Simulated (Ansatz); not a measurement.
Crystal: AlRu.

```xyz
2
Lattice="2.9916 0.0000 0.0000 0.0000 2.9916 0.0000 0.0000 0.0000 2.9916" Properties=species:S:1:pos:R:3 pbc="T T T"
Ru    1.4958    1.4958    1.4958
Al    0.0000    0.0000    0.0000
```

- Program: Ansatz 0.2.0
- Task: relaxation of cell and atoms
- Functional: PBEsol
- Dispersion: D4
- Potentials or basis: Ansatz PAW
- Cutoff: 420 eV (not typed: the program's choice for these potentials)
- k mesh: 9 × 9 × 9
- Occupations: fermi-dirac, width 0.05 eV
- Spin: no spin polarisation

At the start: volume 13.39 Å³/atom.

Task: How do energy, volume and symmetry change on relaxing?

Result: It ends after 5 steps and the volume is 12.99 Å³/atom (-2.9 %); space group Pm-3m (No. 221, to 0.05 Å).

Step by step:
| step | energy change (eV) | largest force (eV/Å) | volume (Å³) |
| --- | --- | --- | --- |
| 1 | 0.0000 | 0.0000 | 26.77 |
| 2 | -0.0151 | 0.0000 | 25.78 |
| 3 | -0.0162 | 0.0000 | 26.00 |
| 4 | -0.0162 | 0.0000 | 25.99 |
| 5 | -0.0160 | 0.0000 | 25.99 |

Final structure:
```cif
data_structure
_symmetry_space_group_name_H-M 'P 1'
_symmetry_Int_Tables_number 1
_cell_length_a 2.9621
_cell_length_b 2.9621
_cell_length_c 2.9621
_cell_angle_alpha 90.000
_cell_angle_beta 90.000
_cell_angle_gamma 90.000
_cell_volume 25.99
loop_
_atom_site_label
_atom_site_type_symbol
_atom_site_fract_x
_atom_site_fract_y
_atom_site_fract_z
_atom_site_occupancy
Ru1 Ru 0.50000 0.50000 0.50000 1
Al1 Al 0.00000 0.00000 0.00000 1
```

Caveat: the plane-wave basis is chosen anew once the cell has moved, so the energies of steps on either side of that aren't comparable; pairwise dispersion overbinds metals, which lowers pressure and volume; the PAW data sets come from PBE, with cores solved anew for the run's functional, which leaves a small shift of forces and pressure.
